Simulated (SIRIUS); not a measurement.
# Y in SIRIUS: convergence with empty bands

Y:

```
Y
1.0
     3.64740    0.00000    0.00000
    -1.82370    3.15874    0.00000
     0.00000    0.00000    5.73060
Y
2
Cartesian
  1.8237 1.0529 4.2980
  0.0000 2.1058 1.4326
```

* Program: SIRIUS 7.10.0
* Task: single point
* Functional: PBE
* Potentials or basis: in-house norm-conserving set, PBE (scalar relativistic)
* Cutoff: 983 eV
* Density cutoff: 3932 eV
* k mesh: 8 × 8 × 5
* Occupations: fermi-dirac, width 0.05 eV
* Spin: no spin polarisation

These are the settings of the first run; the series varies empty bands, with any setting tied to it.

Hardware: 1 thread of Arm Neoverse V1 (shared host).

| empty bands | energy less the tightest run, at zero smearing (meV/atom) | SCF cycles | CPU time (s) | peak memory (GiB) |
| --- | --- | --- | --- | --- |
| 1 | 0.00 | 22 | 64 | 0.4 |
| 2 | 0.00 | 20 | 65 | 0.41 |
| 3 | 0.00 | 19 | 64 | 0.41 |
| 4 | 0.00 | 19 | 67 | 0.41 |
| 6 | 0.00 | 19 | 78 | 0.41 |
| 10 | 0.00 | 18 | 91 | 0.43 |
| 16 | 0.00 | 16 | 110 | 0.44 |

Against the tightest run, the energy stays within 1 meV/atom from 1 on. The tightest run that finished is the yardstick and may itself not be fully converged.
